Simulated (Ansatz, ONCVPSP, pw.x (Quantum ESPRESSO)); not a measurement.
## Ga (Z = 31) (fcc): variants of one ONCV potential in the solid

ONCVPSP 4.0.1.1 (patched build) input, shortened (lines: element, Z, core and valence counts, functional; n l f; lmax; l rc ep ncon nbas qcut; lloc lpopt rc5 dvloc0; l nproj debl; icmod fcfact rcfact), PBE, scalar-relativistic:

```
  Ga 31.00    6    2        4      upf
    1    0    2.00
    2    0    2.00
    2    1    6.00
    3    0    2.00
    3    1    6.00
    3    2   10.00
    4    0    2.00
    4    1    1.00
    2
    0    2.00    0.00    4    7    3.30
    1    2.80    0.00    4    8    3.60
    2    2.20    0.19    4    7    4.70
    4    1    1.60    0.00
    0    2    1.10
    1    3    0.40
    2    1    1.90
    3    5.75    1.40
```

Crystal test: fcc Ga in pw.x 7.5, no spin, 13³ k-points, Fermi–Dirac smearing 0.01 Ry, cutoffs set for each file from its atomic test. The reference is all-electron LAPW (Ansatz 0.2.0) with the same functional, mesh and smearing; V0 and B0 come from Birch–Murnaghan fits to the pressures at five volumes. Errors are pseudo minus all-electron; Δ is the rms difference of the E(V) curves that follow from these fits, minima aligned, over ±6 % about the mean V0. Mesh and smearing are coarse, so the numbers serve the comparison and aren't converged zero-temperature values; the lattice is a test structure that the element need not adopt.

All-electron: a0 = 4.236 Å (V0 = 19.00 Å³/atom), B0 = 48.8 GPa.

Base: This is a poor potential for the solid.

1 further variants are left out: they gave no file fit for a test, a broken result, the same result as the base, or pressures whose basis-set error rivals the error shown.

A dash in a converged row means that the minimum lies outside the volumes sampled.

| change | cutoffs (Ry) | pw.x | a0 (Å) | a0 error (%) | B0 error (%) | Δ (meV/atom) | mean pressure error (GPa) |
| --- | --- | --- | --- | --- | --- | --- | --- |
| base | 65/260 | converged | – | – | – | – | -3.38 |
| core correction Teter function, fcfact 5.75, rcfact 1.46 | 65/260 | converged | – | – | – | – | -2.89 |
| local potential polynomial inside 1.55 bohr (lpopt 2, dvloc0 1 Ha) | 65/260 | converged | – | – | – | – | -3.24 |
| s: rc 2.34 | 50/200 | converged | – | – | – | – | -3.18 |

(1) Give the row for: core correction none.

Results:

(1) pw.x: converged; mean pressure error (GPa): -1.38; a0 (Å): 4.197; a0 error (%): -0.90; B0 error (%): +10.8; Δ (meV/atom): 5.7.
